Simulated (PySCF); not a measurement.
Excitation energies in several basis sets

Species: 1-propanamine, C3H9N.
Geometry (PBE0-D3(BJ)/def2-SVP, Å), atoms numbered from 1 in this order:
```xyz
13
C3H9N angstrom
C      1.7115    0.2304    0.4534
C      0.4377    0.2491   -0.3750
C     -0.7564   -0.3592    0.3429
N     -1.9301   -0.3675   -0.5070
H      2.5580    0.6661   -0.0981
H      1.5946    0.8041    1.3872
H      1.9916   -0.7986    0.7331
H      0.5809   -0.2938   -1.3239
H      0.1937    1.2902   -0.6557
H     -0.8931    0.1710    1.3127
H     -0.5148   -1.4040    0.6076
H     -2.2343    0.5867   -0.6937
H     -2.7084   -0.8266   -0.0399
```

TDDFT with PBE0 (PySCF), vertical singlets, core orbitals frozen in the response, spherical d and f functions. Isolated species at its PBE0-D3(BJ)/def2-SVP geometry (one conformer only).

```csv
basis,functions,diffuse,S1 (eV),S2 (eV),S3 (eV),S4 (eV),S5 (eV),LUMO (eV),α (au)
6-31G*,74,no,7.46,8.46,8.77,9.66,9.98,2.73,40.2
6-31+G*,90,yes,5.80,6.71,6.75,7.13,7.72,0.40,45.1
def2-SVP,101,no,6.82,7.67,7.95,8.68,9.23,1.88,41.7
def2-SVPD,152,yes,6.30,7.00,7.29,7.94,8.26,0.84,49.2
aug-cc-pVDZ,173,yes,5.58,6.25,6.32,6.58,7.09,-0.06,50.8
def2-TZVP,178,no,6.43,7.27,7.63,8.35,8.69,1.16,47.3
def2-TZVPD,229,yes,5.92,6.63,6.82,7.39,7.71,0.40,50.5
```

**Question.** Compare the sets with the largest diffuse one.

**Answer.** States are compared by their number. Against the largest diffuse basis here (def2-TZVPD, itself not a converged limit), sets without diffuse functions differ by up to 1.54 eV in S1 and 2.28 eV in S5; the smaller diffuse sets differ by up to 0.39 and 0.61 eV. State by state, the largest deviation of a set without diffuse functions is S1 1.54, S2 1.83, S3 1.95, S4 2.27, S5 2.28 eV. The same number needn't mean the same state in each row. Against def2-TZVPD the polarisability deviates by -20% in 6-31G*, -11% in 6-31+G*, -17% in def2-SVP, -3% in def2-SVPD, +1% in aug-cc-pVDZ, -6% in def2-TZVP. A single + in a Pople set puts diffuse functions on heavy atoms only.
